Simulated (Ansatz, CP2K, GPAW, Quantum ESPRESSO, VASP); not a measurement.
## One calculation of Hf, 5 ways

```
Hf
1.0
     3.19670    0.00000    0.00000
    -1.59835    2.76842    0.00000
     0.00000    0.00000    5.05780
Hf
2
Direct
  0.66667 0.33333 0.75000
  0.33333 0.66667 0.25000
```

Alike in all runs: task band structure; functional PBEsol; k mesh 10 × 10 × 5; occupations fermi-dirac, width 0.05 eV; no spin polarisation; no spin-orbit coupling. Pressure is positive in compression and, in plane waves, holds the error of the finite cutoff.

```csv
program and potentials,plane-wave cutoff (eV),notes,pressure (GPa)
"CP2K, POTENTIAL_UZH Hf GTH-PBE-q12; TZVP-MOLOPT-PBE-GTH basis",-,atomic basis; potentials made for PBE; 12 valence electrons an atom on average,-2.89
"Ansatz, all-electron LAPW, scalar-relativistic",-,-,-3.90
"GPAW, PAW data sets generated for this functional",600,12 valence electrons an atom on average,?
"VASP, PBE PAW files Hf_pv, 520 eV",520,potentials made for PBE; 10 valence electrons an atom on average,-4.30
"Quantum ESPRESSO, PseudoDojo 0.4.1 SR PBEsol standard",789,12 valence electrons an atom on average,-3.57
```

Estimate from the other rows what the run with GPAW, PAW data sets generated for this functional gave.

Pressure -3.53 GPa. The other rows, which needn't bracket it: pressure -4.30 to -2.89.
